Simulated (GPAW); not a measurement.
# N (P6_3/mmc) in GPAW: single point with PBE

Aim: the single point of N with PBE.

Everything below comes from runs of GPAW 26.7.0. Logs are shortened: lines on timing, memory, paths and dates and some standing lists are left out, and cuts for length are marked. The log counts tension as positive stress, the text compression.

### Step 1. The structure

It takes space group P6_3/mmc (No. 194, hexagonal). The conventional cell has a = 4.167 Å, b = 4.167 Å, c = 7.006 Å, α = 90.00°, β = 90.00°, γ = 120.00°. Around N (site symmetry 3m) lie 1 N at 1.11 Å.

### Step 2. Single point, PBE

Input file N.cif:

```cif
data_N
_cell_length_a 4.16723281
_cell_length_b 4.16723281
_cell_length_c 7.00600351
_cell_angle_alpha 90.00000000
_cell_angle_beta 90.00000000
_cell_angle_gamma 120.00000000
_space_group_name_H-M_alt 'P1'
_space_group_name_Hall 'P 1'
_space_group_IT_number 1
loop_
_space_group_symop_operation_xyz
'x,y,z'
loop_
_atom_site_label
_atom_site_type_symbol
_atom_site_symmetry_multiplicity
_atom_site_Wyckoff_symbol
_atom_site_fract_x
_atom_site_fract_y
_atom_site_fract_z
_atom_site_occupancy
N1 N 1 a 0.6666666667 0.3333333333 0.6710699600 1
N2 N 1 a 0.6666666667 0.3333333333 0.8289300400 1
N3 N 1 a 0.3333333333 0.6666666667 0.1710699600 1
N4 N 1 a 0.3333333333 0.6666666667 0.3289300400 1
```

Potentials or basis: GPAW PAW data sets (gpaw-data 1.2.1), pw.

On the command line:

```
$ OMP_NUM_THREADS=1 gpaw run N.cif -p 'mode=PW(800),xc=PBE,kpts={size:(7,7,4),gamma:True},occupations={name:fermi-dirac,width:0.05},nbands=21,convergence={density:1e-05,energy:1e-05},maxiter=150,txt=gpaw.txt' --properties efs -w gs.gpw
```

Log:

```text
__  _  _
 | _ |_)|_||  |
 |__||  | ||/\| - 26.7.0

Input parameters:
  mode=PW(ecut=800.0),
  convergence={'density': 1e-05, 'energy': 1e-05},
  kpts=MonkhorstPack(size=[7, 7, 4], gamma=True),
  maxiter=150,
  nbands=21,
  occupations=Occupations(name='fermi-dirac', width=0.05),
  xc=XC(name='PBE')

Diagonalizing LCAO Hamiltonian
Converting LCAO to pw mode

            N

            N

        N

        N

Atoms  # Å, Bohr magnetons
|   | symbol |         x |        y |        z |    initial magnetic moments |
|---|--------|-----------|----------|----------|-----------------------------|
| 0 |      N |  2.083616 | 1.202976 | 4.701518 | ( 0.0000,  0.0000,  0.0000) |
| 1 |      N |  2.083616 | 1.202976 | 5.807487 | ( 0.0000,  0.0000,  0.0000) |
| 2 |      N | -0.000000 | 2.405953 | 1.198517 | ( 0.0000,  0.0000,  0.0000) |
| 3 |      N | -0.000000 | 2.405953 | 2.304485 | ( 0.0000,  0.0000,  0.0000) |

Unit cell  # Å
| periodic |         x |        y |        z |  lengths |     angles |
|----------|-----------|----------|----------|----------|------------|
|      yes |  4.167233 | 0.000000 | 0.000000 | 4.167233 |  90.000000 |
|      yes | -2.083616 | 3.608929 | 0.000000 | 4.167233 |  90.000000 |
|      yes |  0.000000 | 0.000000 | 7.006004 | 7.006004 | 120.000000 |

Number of symmetries: 12
Symmetry operations  # r_c * U_cc + t_c -> r_c
|    | kind |            matrix            |
|----|------|------------------------------|
|  0 |  σ   |  1, 1, 0,  0,-1, 0,  0, 0, 1 |
|  1 |  S6  |  1, 1, 0, -1, 0, 0,  0, 0,-1 |
|  2 |  E   |  1, 0, 0,  0, 1, 0,  0, 0, 1 |
|  3 |  C2  |  1, 0, 0, -1,-1, 0,  0, 0,-1 |
|  4 |  C2  |  0, 1, 0,  1, 0, 0,  0, 0,-1 |
|  5 |  C3  |  0, 1, 0, -1,-1, 0,  0, 0, 1 |
|  6 |  S6  |  0,-1, 0,  1, 1, 0,  0, 0,-1 |
|  7 |  σ   |  0,-1, 0, -1, 0, 0,  0, 0, 1 |
|  8 |  σ   | -1, 0, 0,  1, 1, 0,  0, 0, 1 |
|  9 |  i   | -1, 0, 0,  0,-1, 0,  0, 0,-1 |
| 10 |  C3  | -1,-1, 0,  1, 0, 0,  0, 0, 1 |
| 11 |  C2  | -1,-1, 0,  0, 1, 0,  0, 0,-1 |

BZ-sampling:
  Number of BZ points: 196
  Number of IBZ points: 28

  Monkhorst-Pack size: [7, 7, 4]
  Monkhorst-Pack shift: [0.0, 0.0, 0.125]

K-points  # in reciprocal-cell coordinates
|     |                                coordinates |     weight |
|-----|--------------------------------------------|------------|
|   0 | (  0.00000000,   0.00000000,   0.00000000) | 0.00510204 |
|   1 | (  0.00000000,   0.00000000,   0.25000000) | 0.01020408 |
|   2 | (  0.00000000,   0.00000000,   0.50000000) | 0.00510204 |
|   3 | (  0.14285714,   0.00000000,  -0.25000000) | 0.03061224 |
|   4 | (  0.14285714,   0.00000000,   0.00000000) | 0.03061224 |
|   5 | (  0.14285714,   0.00000000,   0.25000000) | 0.03061224 |
|   6 | (  0.14285714,   0.00000000,   0.50000000) | 0.03061224 |
|   7 | (  0.28571429,  -0.14285714,   0.00000000) | 0.03061224 |
|   8 | (  0.28571429,  -0.14285714,   0.25000000) | 0.06122449 |
|   9 | (  0.28571429,  -0.14285714,   0.50000000) | 0.03061224 |
| ... |                                            |            |
|  27 | (  0.42857143,   0.42857143,   0.50000000) | 0.03061224 |

Plane wave coefficients: 5468
Cutoff: 800.0 eV

Spin-components: 1 (collinear spins)
Bands:           21
Projectors:      20
Spin-degeneracy: 2
Datatype:        complex128

Parallelization:
  kpt:    1
  domain: 1
  band:   1

Density:
  Valence electrons: 20.0
  Components: 1
  Grid points: [28 28 48]
  Charge: 0.0  # |e|

Potential:
  Grid points: [28 28 48]

species:
  N:
    name:    Nitrogen
    Z:       7.0
    valence: 5
    core:    2
    charge:  0.0  # [|e|]
    compensation charges:
      type: gauss
      rc: 0.18  # [Å]
      lmax: 2
    cutoffs:
      filter: 1.11  # [Å]
      core: 0.96  # [Å]
    projectors
    | kind |    occ | energy [eV] | rcut [Å] |
    |------|--------|-------------|----------|
    |   2s |  2.000 |     -18.583 |    0.603 |
    |   2p |  3.000 |      -7.089 |    0.529 |
    |    s |        |       8.629 |    0.603 |
    |    p |        |      20.123 |    0.529 |
    |    d |        |       0.000 |    0.577 |

    Using partial waves for N as LCAO basis

Reference energy: -5926.886017  # eV

eigensolver:
  PPCG
  Converge bands: occupied
  niter=2

density mixing:
  MSR1-Mixer
  Pratt-step length: 0.05
  Maximum mixing coefficient: 0.75
  Old densities: 10
  SVD Regularization: 0.005
  Good broyden scale: 1.0
  Trust region scale: 1.0
  Backstep threshold: 4.0
  History deletion threshold: 6.0
  Fourier metric: weight=20.0, sigma=0.015

occupation numbers:
  Fermi-Dirac:
    width: 0.0500  # eV

poisson solver:
  ecut: 6400.0  # eV

xc functional:
  name: PBE with 2 nearest neighbor stencil

convergence criteria:
- Maximum integral of absolute [dens]ity change: 1e-05 electrons / valence electron
- Maximum [total energy] change in last 3 cyles: 1e-05 eV / valence electron
- Maximum integral of absolute [eigenst]ate change: 4e-08 eV^2 / valence electron
maximum number of iterations: 150

SCF iterations
|iter     | |      energy | eigst |  dens |
|---------|-|-------------|-------|-------|
|iter:   1| |  -35.393055 | +0.63 |       |
|iter:   2| |  -35.202248 | -1.37 | -0.89 |
|iter:   3| |  -33.853686 | -0.91 | -0.92 |
|iter:   4| |  -33.797295 | -2.42 | -1.48 |
|iter:   5| |  -33.791663 | -3.26 | -1.88 |
|iter:   6| |  -33.791697 | -4.91 | -2.80 |
|iter:   7| |  -33.791727c| -5.24 | -3.23 |
|iter:   8| |  -33.791695c| -5.58 | -3.23 |
|iter:   9| |  -33.791695c| -7.48c| -4.36 |
|iter:  10| |  -33.791695c| -7.88c| -4.79 |
|iter:  11| |  -33.791695c| -8.76c| -5.84c|

Converged in 11 steps
Energy contributions relative to reference atoms: (reference = -5926.886017)

Energy contributions:
  Kinetic:          35.032551
  Coulomb:         -44.498157
  Zero:              0.320295
  External:          0.000000
  Xc:              -24.646384
  Entropy:           0.000000
  Spinorbit:         0.000000
  ----------------------------
  Free energy:     -33.791695
  Extrapolated:    -33.791695

dipole moment: (0.000001, 0.000001, 0.000002)  # |e|*Ang

Fermi level: -3.714
Eigenvalues  # (at kpt = [0.000, 0.000, 0.000])
| band index |      eig [eV] | occ [0-2] |
|------------|---------------|-----------|
|          0 |       -24.622 |     2.000 |
|        ... |               |           |
|          2 |       -10.417 |     2.000 |
|          3 |        -9.688 |     2.000 |
|          4 |        -7.944 |     2.000 |
|          5 |        -7.944 |     2.000 |
|          6 |        -7.846 |     2.000 |
|          7 |        -7.846 |     2.000 |
[... 8 lines left out ...]
|         16 |         6.303 |     0.000 |
|         17 |        10.250 |     0.000 |
|        ... |               |           |
|         20 |        11.182 |     0.000 |

Gap: 7.082 eV
Transition (v -> c):
  (s=0, k=0, n=9, [0.00, 0.00, 0.00]) -> (s=0, k=22, n=10, [0.43, 0.29, 0.00])
Direct/indirect transitions are different
Direct gap: 7.358 eV
Transition at: (s=0, k=25, n=9, [0.43, 0.43, 0.00])

Forces  # eV/Ang
|        x |        y |        z |
|----------|----------|----------|
|  0.00000 | -0.00000 |  0.54090 |  # N    0
| -0.00000 | -0.00000 | -0.54093 |  # N    1
|  0.00000 |  0.00000 |  0.54093 |  # N    2
|  0.00000 |  0.00000 | -0.54090 |  # N    3

Stress tensor  # eV/Ang^3
|         x |         y |         z |
|-----------|-----------|-----------|
|  0.001441 | -0.000000 |  0.000000 |
| -0.000000 |  0.001441 | -0.000000 |
|  0.000000 | -0.000000 |  0.012836 |

# Writing to gs.gpw (mode='')
```

It took 22 s on 1 thread of AMD EPYC 9R45 (Zen 5), shared host; peak memory 0.26 GiB.

Results:

```yaml
Free_energy: -33.7917 eV
Pressure: -0.8 GPa
Largest_force: 0.541 eV/Å
Band_gap_on_the_k_mesh: 7.08 eV, indirect (least direct gap 7.36 eV)
```

Forces in eV/Å, atoms in the order of the input:
```
N    0.000  0.000  0.541
N    0.000  0.000 -0.541
N    0.000  0.000  0.541
N    0.000  0.000 -0.541
```

Levels at points of the mesh, in eV from the valence-band top:
```
           k point  band 6  band 7  band 8  band 9  band 10  band 11  band 12  band 13  band 14  band 15
(0.00, 0.00, 0.00)   -1.69   -1.60   -1.60   -1.09     0.00     7.79     7.79     8.26     8.26     9.97
(0.00, 0.00, 0.50)   -1.65   -1.65   -1.65   -0.49    -0.49     8.02     8.02     8.02     8.02    10.14
```

Caveat: an odd mesh through Γ misses points on the zone boundary, where band edges often lie.
